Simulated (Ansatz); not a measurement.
CaO (wurtzite) (it has left that coordination), relaxed with r2SCAN in Ansatz. Space group P6_3/mmc (No. 194), hexagonal; conventional cell a = 3.981 Å, c = 4.770 Å, 16.37 Å³ an atom. Ca is surrounded by 5 O at 2.30–2.39 Å; O is surrounded by 5 Ca at 2.30–2.39 Å. The cell started from the wurtzite prototype, but the relaxation took it to the higher symmetry P6_3/mmc (No. 194), so the name no longer describes it.

The axes x, y and z are those of this cell:
```yaml
crystal:
  lattice:
    - [3.98084, 0.00000, 0.00000]
    - [-1.99042, 3.44751, 0.00000]
    - [0.00000, 0.00000, 4.77044]
  atoms:
    - { symbol: Ca, position: [0.33333, 0.66667, 0.93750] }
    - { symbol: Ca, position: [0.66667, 0.33333, 0.43750] }
    - { symbol: O, position: [0.33333, 0.66667, 0.43750] }
    - { symbol: O, position: [0.66667, 0.33333, 0.93750] }
```

Unstrained: The PBE gap is direct at Γ: 3.206 eV. r2SCAN gives a direct gap of 3.633 eV at Γ. With HSE06 the gap is 4.579 eV and direct, at Γ. Meshes: PBE 12×12×6, r2SCAN 12×12×6, HSE06 6×6×4. Strains are changes of length per length, and xy shears are angles. After each strain the atoms were relaxed again with r2SCAN within the symmetry that the strain leaves, so tilts or polar shifts that break it weren't tested; points keep the names that they have in the unstrained zone. No spin polarisation and no zero-point or thermal motion; the cell was built from a prototype and may be hypothetical.

Q: For epitaxial +0.5 % in the xy plane, how far does the free direction move, and what happens to the gap?

A: The normal strain at zero normal stress is -0.25 %, 0.50 of the in-plane strain with the sign turned. PBE: the gap goes from 3.206 to 3.157 eV (-0.049 eV). r2SCAN: the gap goes from 3.633 to 3.582 eV (-0.051 eV). HSE06: the gap goes from 4.579 to 4.530 eV (-0.049 eV).

Q: Apply isotropic +3.0 % on every length. How far does the gap move, against the unstrained cell?

A: PBE: the gap goes from 3.206 to 2.894 eV (-0.312 eV). r2SCAN: the gap goes from 3.633 to 3.316 eV (-0.317 eV). HSE06: the gap goes from 4.579 to 4.223 eV (-0.356 eV). The r2SCAN energy rises by 35.5 meV an atom.

Q: For epitaxial -0.5 % in the xy plane, how far does the free direction move, and what happens to the gap?

A: The normal strain at zero normal stress is +0.25 %, 0.50 of the in-plane strain with the sign turned. PBE: the gap goes from 3.206 to 3.255 eV (+0.049 eV). r2SCAN: the gap goes from 3.633 to 3.684 eV (+0.051 eV). HSE06: the gap goes from 4.579 to 4.628 eV (+0.049 eV).

Q: Estimate what xy shear, engineering strain (angle) +0.5 % does to the gap.

A: PBE: the gap goes from 3.206 to 3.206 eV (0.000 eV). r2SCAN: the gap goes from 3.633 to 3.633 eV (0.000 eV). HSE06: the gap goes from 4.579 to 4.579 eV (0.000 eV). The r2SCAN energy rises by 0.0 meV an atom.

The meshes of the hybrids are coarse, so their gaps aren't converged to the digits shown.
